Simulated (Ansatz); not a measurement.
# CrCuO2: the cost of one run

Program: Ansatz 0.2.0. Level of theory: DFT PBE+U (U_eff = 3.7 eV on Cr 3d, 4 eV on Cu 3d), scalar-relativistic, plane waves, PAW. These are calculated values, not measurements.

4 further runs of the same task are left out: 4 set aside as unsound or not needed.

### 1 The system as given

The structure is trigonal, space group R-3m (No. 166). The conventional cell has a = 3.037 Å, b = 3.037 Å, c = 17.248 Å, α = 90.00°, β = 90.00°, γ = 120.00°. Around Cr (site symmetry -3m) lie 6 O at 2.02 Å. Cu (site symmetry -3m) is surrounded by 2 O at 1.88 Å. Around O (site symmetry 3m) lie 1 Cu at 1.88 Å and 3 Cr at 2.02 Å.

Structure file:

```
Cr Cu O
1.0
     1.51862    0.87677    5.74947
    -1.51862    0.87677    5.74947
     0.00000   -1.75355    5.74947
Cr Cu O
1 1 2
Direct
  0.50000 0.50000 0.50000
  0.00000 0.00000 0.00000
  0.10880 0.10880 0.10880
  0.89120 0.89120 0.89120
```

This cell comes from an earlier session at PBE+U (U_eff = 3.7 eV on Cr 3d, 4 eV on Cu 3d): 11.483 Å³/atom at -0.03 GPa, on a 10×10×10 mesh.

### 2 Coarse mesh, to find the state of the open shells

input.yaml reads:

```yaml
crystal:
  lattice:
    - [1.5186164666, 0.8767736258, 5.7494745724]
    - [-1.5186164666, 0.8767736258, 5.7494745724]
    - [0.0, -1.7535472516, 5.7494745724]
  atoms:
    - { symbol: Cr, position: [0.5, 0.5, 0.5], spin: 4.0 }
    - { symbol: Cu, position: [0.0, 0.0, 0.0], spin: -1.0 }
    - { symbol: O, position: [0.1087997125, 0.1087997125, 0.1087997125] }
    - { symbol: O, position: [0.8912002875, 0.8912002875, 0.8912002875] }
basis:
  ecutwfc: 420
  ecutrho_ratio: 4
kpoints:
  mp_grid: { grid: [5, 5, 5] }
hamiltonian:
  xc: pbe
  hubbard:
    sites:
      - { species: Cr, l: d, u_eff: 3.7 }
      - { species: Cu, l: d, u_eff: 4.0 }
scf:
  occupations: { method: gaussian, width: 0.05 }
output:
  forces: true
  stress: true
  eigenvalues: true
  populations: true
  hubbard: { sites: [{ species: Cr, l: d }, { species: Cu, l: d }] }
magnetization:
  spin_polarized: true
```

The run is started by

```
$ ansatz run input.yaml --threads 4 --pin off --max-ram 10240MiB --backend cpu --events-out ev --progress --plain --runs-dir out
```

What time and memory should one allow on 4 threads of Intel Xeon Platinum 8488C (Sapphire Rapids), shared host?

About 2.3 s, with a peak of 0.43 GiB.
